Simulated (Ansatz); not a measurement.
NbN, DFT, PBEsol, all-electron PAW with datasets made for the crystal, scalar-relativistic (Ansatz 0.2.0), run on 1 thread of Intel(R) Xeon(R) 6975P-C (Granite Rapids) on a shared host.

The cell is COD entry 1538667, as deposited and not checked against the literature; nothing was relaxed. The listed cell was then made from it by scaling, straining or moving an atom.

Command: `ansatz run input.yaml --threads 1 --pin off --max-ram 3072MiB --backend cpu --events-out ev --progress --plain --runs-dir out`

```yaml
crystal:
  lattice:
    - [0.0, 2.1648409588, 2.1648409588]
    - [2.1648409588, 0.0, 2.1648409588]
    - [2.1648409588, 2.1648409588, 0.0]
  atoms:
    - { symbol: Nb, position: [0.5, 0.5, 0.5] }
    - { symbol: "N", position: [0.0, 0.0, 0.0] }
kpoints:
  mp_grid: { grid: [14, 14, 14] }
scf:
  occupations: { method: fermi_dirac, width: 0.08 }
hamiltonian:
  xc: pbesol
  pseudopotentials: { kind: all_electron, datasets: crystal }
output:
  forces: true
  stress: true
  eigenvalues: true
  efg: { contact_densities: true }
```

Q: How large is the problem that the program sets up?

A: 104 irreducible k-points, 331 plane waves at Γ, 15 bands.

Q: About how long does it take, and how much memory does it use?

A: 4.9 s of wall time for 8 SCF iterations, with a peak of 0.48 GiB. Times on shared machines scatter by tens of per cent.
